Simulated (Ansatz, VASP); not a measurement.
## CaSe in VASP and in Ansatz

```
Ca Se
1.0
     0.00000    2.94944    2.94944
     2.94944    0.00000    2.94944
     2.94944    2.94944    0.00000
Ca Se
1 1
Direct
  0.00000 0.00000 0.00000
  0.50000 0.50000 0.50000
```

Alike in both runs: task single point; functional PBE; k mesh 6 × 6 × 6; no spin polarisation.

```csv
,VASP,Ansatz
version,VASP 6.6.1,Ansatz 0.2.0
potentials or method,"VASP PAW PBE potentials, release 64 (Ca_sv, Se)","plane waves, PAW"
plane-wave cutoff (eV),520,420
occupations,"gaussian, width 0.01 eV",fixed
valence electrons in the cell,16,26
```

VASP gave:

```
gap on the k mesh at the Fermi level (eV) : 2.00
pressure (GPa)                            : 1.7
```

Task: What did Ansatz give for the same quantities?

Result: gap on the k mesh at the Fermi level (eV): 2.01; pressure (GPa): 1.5.

The two sets of potentials don't hold the same shells in valence.

A k mesh can miss the band edges. As with any semilocal functional, this PBE gap is likely too small.
